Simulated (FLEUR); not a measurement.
# RbCl (Fm-3m) in FLEUR: a series of runs

The runs below take RbCl through single point, with PBE.

Program: FLEUR MaX-R8.1 (later development tree). These are calculated values, not measurements. Logs are shortened: lines on timing, memory, paths and dates and some standing lists are left out, and cuts for length are marked.

## Step 1: The structure

It takes space group Fm-3m (No. 225, cubic). The conventional cell has a = 6.548 Å, b = 6.548 Å, c = 6.548 Å, α = 90.00°, β = 90.00°, γ = 90.00°. Rb (site symmetry m-3m) is surrounded by 6 Cl at 3.27 Å. Around Cl (site symmetry m-3m) lie 6 Rb at 3.27 Å.

## Step 2: Single point, PBE

Input file inp.xml:

```xml
<?xml version="1.0" encoding="UTF-8" standalone="no"?>
<fleurInput fleurInputVersion="0.39">
   <comment>
      RbCl                                                                                                
   </comment>
   <calculationSetup>
      <cutoffs Kmax="3.8" Gmax="11.8" GmaxXC="11.8" numbands="0"/>
      <scfLoop itmax="60" minDistance="0.00001" maxIterBroyd="15" imix="Anderson" alpha="0.05" precondParam="0.0" spinf="2.0" sdNocoIR="T"/>
      <coreElectrons ctail="T" frcor="F" kcrel="0" coretail_lmax="0"/>
      <xcFunctional name="pbe" relativisticCorrections="F"/>
      <magnetism jspins="1"/>
      <soc l_soc="F" theta="0.0" phi="0.0" spav="F"/>
      <expertModes spex="0" secvar="F"/>
      <geometryOptimization l_f="T" forcealpha="1.0" forcemix="BFGS" epsdisp="0.0005" epsforce="0.0002"/>
      <ldaU l_linMix="F" mixParam="0.05" spinf="1.0"/>
   </calculationSetup>
   <cell>
      <bzIntegration valenceElectrons="16.0" mode="hist" fermiSmearingEnergy="0.00183747">
         <kPointListSelection listName="default-1"/>
         <!-- k-points included here -->
         <xi:include xmlns:xi="http://www.w3.org/2001/XInclude" href="kpts.xml"> </xi:include>
      </bzIntegration>
      <!-- symmetry operations included here -->
      <xi:include xmlns:xi="http://www.w3.org/2001/XInclude" href="sym.xml"> </xi:include>
      <bulkLattice scale="1.0">
         <bravaisMatrix>
            <row-1>    0.0000000000000000     6.1869633319404000     6.1869633319404000</row-1>
            <row-2>    6.1869633319404000     0.0000000000000000     6.1869633319404000</row-2>
            <row-3>    6.1869633319404000     6.1869633319404000     0.0000000000000000</row-3>
         </bravaisMatrix>
      </bulkLattice>
   </cell>
   <atomSpecies>
      <species name="Rubidium (Rb)" element="Rb" atomicNumber="37">
         <mtSphere radius="2.66" gridPoints="879" logIncrement="0.014"/>
         <atomicCutoffs lmax="11" lnonsphr="8"/>
         <electronConfig flipSpins="F">
            <coreConfig>(1s1/2) (2s1/2) (2p1/2) (2p3/2) (3s1/2) (3p1/2) (3p3/2) (3d3/2) (3d5/2)</coreConfig>
            <valenceConfig>(4s1/2) (4p1/2) (4p3/2) (5s1/2)</valenceConfig>
            <stateOccupation state="(5s1/2)" spinUp="0.500000" spinDown="0.500000"/>
         </electronConfig>
         <energyParameters s="5" p="4" d="4" f="4"/>
         <lo type="SCLO" l="0" n="4" eDeriv="0"/>
         <lo type="HELO" l="1" n="5" eDeriv="0"/>
         <lo type="HELO" l="1" n="5" eDeriv="1"/>
         <lo type="SCLO" l="2" n="4" eDeriv="2"/>
         <lo type="SCLO" l="3" n="4" eDeriv="2"/>
      </species>
      <species name="Chlorine (Cl)" element="Cl" atomicNumber="17">
         <mtSphere radius="2.66" gridPoints="879" logIncrement="0.014"/>
         <atomicCutoffs lmax="11" lnonsphr="8"/>
         <electronConfig flipSpins="F">
            <coreConfig>(1s1/2) (2s1/2) (2p1/2) (2p3/2)</coreConfig>
            <valenceConfig>(3s1/2) (3p1/2) (3p3/2)</valenceConfig>
            <stateOccupation state="(3p1/2)" spinUp="0.833333" spinDown="0.833333"/>
            <stateOccupation state="(3p3/2)" spinUp="1.666667" spinDown="1.666667"/>
         </electronConfig>
         <energyParameters s="3" p="3" d="3" f="4"/>
         <lo type="SCLO" l="0" n="3" eDeriv="2"/>
         <lo type="SCLO" l="1" n="3" eDeriv="2"/>
         <lo type="SCLO" l="2" n="3" eDeriv="2"/>
         <lo type="SCLO" l="3" n="4" eDeriv="2"/>
      </species>
   </atomSpecies>
   <atomGroups>
      <atomGroup species="Rubidium (Rb)">
         <relPos label="                   1">.0000000000 .0000000000 .0000000000</relPos>
         <force calculate="T" relaxXYZ="TTT"/>
      </atomGroup>
      <atomGroup species="Chlorine (Cl)">
         <relPos label="                   2">1.000/2.000 1.000/2.000 1.000/2.000</relPos>
         <force calculate="T" relaxXYZ="TTT"/>
      </atomGroup>
   </atomGroups>
   <output dos="F" band="F" slice="F">
      <checks vchk="F" cdinf="F"/>
      <bandDOS minEnergy="-.5*Htr" maxEnergy="0.5*Htr" sigma="0.015" storeEVData="T"/>
      <vacuumDOS vacdos="F" integ="F" star="F" nstars="0" locx1="0.0" locy1="0.0" locx2="0.0" locy2="0.0" nstm="0" tworkf="0.0"/>
      <unfoldingBand unfoldBand="F" supercellX="1" supercellY="1" supercellZ="1"/>
      <plotting iplot="0" polar="F">
         <plot TwoD="T" vec1="  1.0  0.0  0.0" vec2="  0.0  1.0  0.0" vec3="  0.0  0.0  1.0" zero="  0.0  0.0  0.0" file="plot"/>
      </plotting>
      <chargeDensitySlicing numkpt="0" minEigenval="0.0" maxEigenval="0.0" nnne="0" pallst="F"/>
      <specialOutput eonly="F"/>
      <moessbauerParams electricFieldGradient="T" isomerShift="T" coreHyperfine="T" valenceHyperfine="T"/>
      <magneticCircularDichroism mcd="F" energyLo="-10.0" energyUp="0.0"/>
   </output>
  <!-- We include the file relax.xml here to enable relaxations (see documentation) -->
  <xi:include xmlns:xi="http://www.w3.org/2001/XInclude" href="relax.xml"> <xi:fallback/> </xi:include>
</fleurInput>
```

Input file crystal.txt:

```
RbCl
&input cartesian=F /
0.0000000000  3.2740000000  3.2740000000
3.2740000000  0.0000000000  3.2740000000
3.2740000000  3.2740000000  0.0000000000
1.8897261246
1.0 1.0 1.0

2
37 0.0000000000  0.0000000000  0.0000000000
17 0.5000000000  0.5000000000  0.5000000000

&kpt div1=7 div2=7 div3=7 gamma=T /
```

Potentials or basis: all-electron, FLAPW.

Launch:

```sh
> inpgen -f crystal.txt -profile fastHighL
> # inp.xml edited to the form shown
> fleur_MPI
```

Output:

```text
Welcome to FLEUR        (www.flapw.de)
      MaX-Release 8.1          (www.max-centre.eu)

 ========== k-point set info ==========
 Selected k-point list: default-1
 k-point list type: mesh
 7 x 7 x 7
 Number of k points: 20

 ------------Calculation Setup---------------------------
 Number of MPI-tasks      :            1
 Number of PE/node        :            1
 Number of OMP-threads    :            1
 Most efficient MPI parallelization for:
           1           2           4           5          10          20
 Additional eigenvalue parallelization possible
 Number of basis functions:          529
 Approximate size of matrices (H+S) per k-point:         0.004 GB
 --------------------------------------------------------
 Iteration:     1   Distance:       4.58580891 me/bohr^3
 Iteration:     2   Distance:       4.04035656 me/bohr^3
 Iteration:     3   Distance:       1.56441164 me/bohr^3
 Iteration:     4   Distance:       1.19637516 me/bohr^3
 Iteration:     5   Distance:       0.39813260 me/bohr^3
 Iteration:     6   Distance:       0.31802988 me/bohr^3
 Iteration:     7   Distance:       0.08526792 me/bohr^3
 Iteration:     8   Distance:       0.03536522 me/bohr^3
 Iteration:     9   Distance:       0.02981461 me/bohr^3
 Iteration:    10   Distance:       0.00115607 me/bohr^3
 Iteration:    11   Distance:       0.00079658 me/bohr^3
 Iteration:    12   Distance:       0.00025859 me/bohr^3
 Iteration:    13   Distance:       0.00001956 me/bohr^3
 Iteration:    14   Distance:       0.00001843 me/bohr^3
 Iteration:    15   Distance:       0.00000482 me/bohr^3

 ********************************************************************
 Run finished successfully
 Stop message:
   Structural relaxation: Done
 ********************************************************************
```

out.xml (last iteration):

```text
<iteration numberForCurrentRun="   16" overallNumber="   16">
         <energyParameters units="Htr">
            <atomicEP atomType="1" spin="1" branch="5s" branchLowest="-0.78" branchHighest="2.50" value="0.1780389226"/>
            <atomicEP atomType="1" spin="1" branch="4p" branchLowest="-7.97" branchHighest="-0.09" value="-0.2925802241"/>
            <atomicEP atomType="1" spin="1" branch="4d" branchLowest="-3.52" branchHighest="1.03" value="0.2879563657"/>
            <atomicEP atomType="1" spin="1" branch="4f" branchLowest="-9.99" branchHighest="2.12" value="0.4923549346"/>
            <loAtomicEP atomType="1" spin="1" branch="4s" branchLowest="-10.65" branchHighest="-0.78" value="-0.8817001936"/>
            <heloAtomicEP atomType="1" spin="1" branch="5p" branchLowest="2.03" branchHighest="2.03" value="2.0333383566"/>
            <heloAtomicEP atomType="1" spin="1" branch="5p" branchLowest="2.03" branchHighest="2.03" value="2.0333383566"/>
            <loAtomicEP atomType="1" spin="1" branch="4d" branchLowest="-3.52" branchHighest="1.03" value="0.2877030726"/>
            <loAtomicEP atomType="1" spin="1" branch="4f" branchLowest="-9.99" branchHighest="2.12" value="0.4923568950"/>
            <atomicEP atomType="2" spin="1" branch="3s" branchLowest="-8.93" branchHighest="-0.29" value="-0.4432741512"/>
            <atomicEP atomType="2" spin="1" branch="3p" branchLowest="-6.69" branchHighest="0.25" value="-0.0171057707"/>
            <atomicEP atomType="2" spin="1" branch="3d" branchLowest="-9.99" branchHighest="1.05" value="0.3940238339"/>
            <atomicEP atomType="2" spin="1" branch="4f" branchLowest="-9.99" branchHighest="2.66" value="0.5840749697"/>
            <loAtomicEP atomType="2" spin="1" branch="3s" branchLowest="-8.93" branchHighest="-0.29" value="-0.4432741512"/>
            <loAtomicEP atomType="2" spin="1" branch="3p" branchLowest="-6.69" branchHighest="0.25" value="-0.0184305848"/>
            <loAtomicEP atomType="2" spin="1" branch="3d" branchLowest="-9.99" branchHighest="1.05" value="0.3940136523"/>
            <loAtomicEP atomType="2" spin="1" branch="4f" branchLowest="-9.99" branchHighest="2.66" value="0.5840771053"/>
         </energyParameters>
         <eigenvalues>
            <eigenvaluesAt spin="1" ikpt="1" k_x="0.00000000" k_y="0.00000000" k_z="0.00000000">
                      -0.8809368774       -0.4444663937       -0.2945910308       -0.2945910308       -0.2945910308
                      -0.0030982280       -0.0030982280       -0.0030982280        0.1825010676        0.2906959002
                       0.2906959002        0.2906959002        0.3267484277
            </eigenvaluesAt>
            <eigenvaluesAt spin="1" ikpt="2" k_x="0.00000000" k_y="0.00000000" k_z="0.14285714">
                      -0.8808178112       -0.4449407124       -0.2946778269       -0.2946778269       -0.2943767683
                      -0.0104821880       -0.0056705131       -0.0056705131        0.1999057785        0.2855680305
[... 44 lines left out ...]
         </allElectronCharges>
         <moessbauerParams unitsHFF="kG" unitsIS="e/bohr^3" unitsEFG="Htr/bohr^2">
            <coreIsomerShift atomType="1" isTotal="55258.69930">
               <shell n="1" l="0" isomerShift="49146.11390"/>
               <shell n="2" l="0" isomerShift="5178.82646"/>
               <shell n="2" l="1" isomerShift="63.08446"/>
               <shell n="3" l="0" isomerShift="859.89117"/>
               <shell n="3" l="1" isomerShift="10.78330"/>
               <shell n="3" l="2" isomerShift="0.00000"/>
            </coreIsomerShift>
            <coreIsomerShift atomType="2" isTotal="3574.05497">
               <shell n="1" l="0" isomerShift="3313.23266"/>
               <shell n="2" l="0" isomerShift="260.29803"/>
               <shell n="2" l="1" isomerShift="0.52427"/>
            </coreIsomerShift>
            <isomerShift atomType="1" nucleusRadius="0.0001041" averageDensity="55370.17454"/>
            <isomerShift atomType="2" nucleusRadius="0.0000776" averageDensity="3599.84598"/>
            <electricFieldGradient atomType="1" VXX="0.00000" VYY="0.00000" VZZ="0.00000" asymParam="0.00000">
            </electricFieldGradient>
            <electricFieldGradient atomType="2" VXX="0.00000" VYY="0.00000" VZZ="0.00000" asymParam="0.00000">
            </electricFieldGradient>
         </moessbauerParams>
         <totalEnergy                                    value="    -3443.1272208731" units="Htr">
            <sumOfEigenvalues                            value="    -2009.9815142596">
               <coreElectrons value="-2005.4575887043"/>
               <valenceElectrons value="-4.5239255552"/>
            </sumOfEigenvalues>
            <densityCoulombPotentialIntegral value="-5372.4631155435"/>
            <densityEffectivePotentialIntegral value="-5540.3628541950"/>
            <chargeDenXCDenIntegral value="-129.1402011637"/>
            <FockExchangeEnergyValence value="0.0000000000"/>
            <FockExchangeEnergyCore value="0.0000000000"/>
            <atomTypeDependentContributions atomType="1">
               <electronNucleiInteractionDifferentMTs value="3592.5928813158"/>
               <MadelungTerm value="-12.1810979597"/>
            </atomTypeDependentContributions>
            <atomTypeDependentContributions atomType="2">
               <electronNucleiInteractionDifferentMTs value="550.5080003173"/>
               <MadelungTerm value="-2.8548222803"/>
            </atomTypeDependentContributions>
            <tkbTimesEntropy value="0.0000000000"/>
            <freeEnergy value="-3443.1272208731"/>
            <extrapolationTo0K value="-3443.1272208731"/>
         </totalEnergy>
         <totalForcesOnRepresentativeAtoms units="Htr/bohr">
            <forceTotal atomType="1" x="0.000000" y="0.000000" z="0.000000" F_x="0.00000000" F_y="0.00000000" F_z="0.00000000"/>
            <forceTotal atomType="2" x="6.186963" y="6.186963" z="6.186963" F_x="0.00000000" F_y="0.00000000" F_z="0.00000000"/>
         </totalForcesOnRepresentativeAtoms>
      </iteration>
```

Run time: 50 s. Hardware: 1 thread of Arm Neoverse V1, shared host; peak memory 0.07 GiB.

What came out:

* Free energy: -93692.2647 eV
* Band gap on the k mesh: 5.05 eV, direct
* Valence electrons inside the program's atomic spheres: Rb 7.49; Cl 6.68 (radii Rb 2.66, Cl 2.66 bohr)

Levels at points of the mesh, in eV from the valence-band top:
```
           k point  band 4  band 5  band 6  band 7  band 8  band 9  band 10  band 11  band 12  band 13
(0.00, 0.00, 0.00)   -7.93   -7.93    0.00    0.00    0.00    5.05     7.99     7.99     7.99     8.98
```

Core levels (eV from the Fermi level):
```csv
atom,levels
1 Rb,"1s1/2 -15020.0, 2s1/2 -1999.1, 2p1/2 -1812.4, 2p3/2 -1751.6, 3s1/2 -289.8, 3p1/2 -222.9, 3p3/2 -213.8, 3d3/2 -96.8, 3d5/2 -95.2"
2 Cl,"1s1/2 -2741.2, 2s1/2 -243.0, 2p1/2 -183.1, 2p3/2 -181.4"
```

Caveat: an odd mesh through Γ misses points on the zone boundary, where band edges often lie.

## Step 3: Single point, PBE (atoms moved at random, drawn with an rms of 0.05 Å)

inp.xml, as its differences from that of step 2:

```diff
@@ -66,3 +66,3 @@
       <atomGroup species="Rubidium (Rb)">
-         <relPos label="                   1">.0000000000 .0000000000 .0000000000</relPos>
+         <relPos label="                   1">-.0117860000 .0020200000 .0060220000</relPos>
          <force calculate="T" relaxXYZ="TTT"/>
@@ -70,3 +70,3 @@
       <atomGroup species="Chlorine (Cl)">
-         <relPos label="                   2">1.000/2.000 1.000/2.000 1.000/2.000</relPos>
+         <relPos label="                   2">.4856760000 .4973280000 -.4940800000</relPos>
          <force calculate="T" relaxXYZ="TTT"/>
```

crystal.txt, as its differences from that of step 2:

```diff
@@ -9,4 +9,4 @@
 2
-37 0.0000000000  0.0000000000  0.0000000000
-17 0.5000000000  0.5000000000  0.5000000000
+37 -0.0117860000  0.0020200000  0.0060220000
+17 0.4856760000  0.4973280000  0.5059200000
```

Potentials or basis: all-electron, FLAPW.

Launch:

```sh
> inpgen -f crystal.txt -profile fastHighL
> # inp.xml edited to the form shown
> fleur_MPI
```

Wall time 19 min (1 thread of Arm Neoverse V1, shared host); peak memory 0.27 GiB.

Results (log left out):

| Quantity | Value |
| --- | --- |
| Free energy | -93692.2641 eV |
| Largest force | 0.040 eV/Å |
| Band gap on the k mesh | 5.05 eV, direct |
| Valence electrons inside the program's atomic spheres | Rb 7.49; Cl 6.68 (radii Rb 2.66, Cl 2.66 bohr) |

Forces on the atoms (eV/Å):
```
Rb  -0.020 -0.011 -0.031
Cl   0.021  0.012  0.032
```

Levels at points of the mesh, in eV from the valence-band top:
```
           k point  band 4  band 5  band 6  band 7  band 8  band 9  band 10  band 11  band 12  band 13
(0.00, 0.00, 0.00)   -7.93   -7.93    0.00    0.00    0.00    5.05     7.99     8.00     8.00     8.98
```

Core levels (eV from the Fermi level):
```tsv
atom	levels
1 Rb	1s1/2 -15020.0, 2s1/2 -1999.1, 2p1/2 -1812.4, 2p3/2 -1751.6, 3s1/2 -289.8, 3p1/2 -222.9, 3p3/2 -213.8, 3d3/2 -96.8, 3d5/2 -95.2
2 Cl	1s1/2 -2741.2, 2s1/2 -243.0, 2p1/2 -183.1, 2p3/2 -181.4
```

Caveat: an odd mesh through Γ misses points on the zone boundary, where band edges often lie.
